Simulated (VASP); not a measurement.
Write the native input for VASP 6.6.1 that does the following.

```
Task                               : band structure
Functional                         : PBE0
Potentials or basis                : VASP PAW PBE potentials, release 64 (P)
Cutoff                             : 520 eV
k mesh                             : 6 × 6 × 4
Occupations                        : gaussian, width 0.02 eV
Spin                               : no spin polarisation
Ladder                             : gaps
Grid for exact exchange (PRECFOCK) : Fast
Exchange at q = 0                  : truncated
Further INCAR settings             : ALGO = Normal; EDIFF = 1e-06; NBANDS = 18
```

P:

```xyz
4
Lattice="1.6477 -5.4650 0.0000 1.6477 5.4650 0.0000 0.0000 0.0000 4.5436" Properties=species:S:1:pos:R:3 pbc="T T T"
P     1.6477   -4.4173    2.6754
P     1.6477    4.4173    1.8683
P     1.6477   -1.0477    0.4035
P     1.6477    1.0477    4.1401
```

These files were run (other wordings do the same):

POSCAR

```
P
1.0
    1.6477431241     -5.4650377251      0.0000000000
    1.6477431241      5.4650377251      0.0000000000
    0.0000000000      0.0000000000      4.5436355900
P
4
Direct
    0.9041431300      0.0958568700      0.5888151700
    0.0958568700      0.9041431300      0.4111848300
    0.5958568700      0.4041431300      0.0888151700
    0.4041431300      0.5958568700      0.9111848300
```

INCAR.step1

```
SYSTEM = P
PREC = Accurate ; ENCUT = 520
EDIFF = 1E-5 ; ISMEAR = 0
SIGMA = 0.02 ; LREAL = .FALSE.
LASPH = .TRUE. ; NELM = 100
ALGO = Normal ; ISIF = 2
LWAVE = .TRUE. ; LCHARG = .FALSE.
NBANDS = 18 ; GGA = PE
KPAR = 4
```

INCAR.step2

```
SYSTEM = P
PREC = Accurate ; ENCUT = 520
EDIFF = 1E-6 ; ISMEAR = 0
SIGMA = 0.02 ; LREAL = .FALSE.
LASPH = .TRUE. ; NELM = 100
ALGO = Normal ; ISIF = 2
LWAVE = .FALSE. ; LCHARG = .FALSE.
GGA = PE ; LHFCALC = .TRUE.
AEXX = 0.25 ; PRECFOCK = Fast
NBANDS = 18 ; ISTART = 1
HFRCUT = -1 ; KPAR = 4
```

KPOINTS

```
regular mesh
0
G
  6 6 4
  0 0 0
```

KPOINTS_OPT

```
path GXSRAZGYX1A1TY,ZT
10
line-mode
reciprocal
 0.0000000000  0.0000000000  0.0000000000  G
 0.2727265073  0.2727265073  0.0000000000  X

 0.2727265073  0.2727265073  0.0000000000  X
 0.0000000000  0.5000000000  0.0000000000  S

 0.0000000000  0.5000000000  0.0000000000  S
 0.0000000000  0.5000000000  0.5000000000  R

 0.0000000000  0.5000000000  0.5000000000  R
 0.2727265073  0.2727265073  0.5000000000  A

 0.2727265073  0.2727265073  0.5000000000  A
 0.0000000000  0.0000000000  0.5000000000  Z

 0.0000000000  0.0000000000  0.5000000000  Z
 0.0000000000  0.0000000000  0.0000000000  G

 0.0000000000  0.0000000000  0.0000000000  G
-0.5000000000  0.5000000000  0.0000000000  Y

-0.5000000000  0.5000000000  0.0000000000  Y
-0.2727265073  0.7272734927  0.0000000000  X1

-0.2727265073  0.7272734927  0.0000000000  X1
-0.2727265073  0.7272734927  0.5000000000  A1

-0.2727265073  0.7272734927  0.5000000000  A1
-0.5000000000  0.5000000000  0.5000000000  T

-0.5000000000  0.5000000000  0.5000000000  T
-0.5000000000  0.5000000000  0.0000000000  Y

 0.0000000000  0.0000000000  0.5000000000  Z
-0.5000000000  0.5000000000  0.5000000000  T
```

Potentials or basis: VASP PAW PBE potentials, release 64 (P).

The run is started by

```sh
$ cat potpaw_PBE.64/P/POTCAR > POTCAR
$ cp INCAR.step1 INCAR
$ mpirun -np 4 vasp_std > vasp.out
$ cp INCAR.step2 INCAR
$ mpirun -np 4 vasp_std > vasp.out
```

Results of the run:

```json
{
  "Pressure": "-1.1 GPa",
  "Largest force": "0.173 eV/Å",
  "Band gap on the k mesh": "1.40 eV, direct",
  "Band gap along the path": "1.40 eV, direct"
}
```

Caveat: the PAW data sets were made with another functional, which shifts forces and pressure a little.

Wall time 63 min on 4 MPI ranks on Intel(R) Xeon(R) Platinum 8259CL CPU @ 2.50GHz (Skylake/Cascade Lake), with other jobs on the host, peak memory 0.39 GiB a rank.
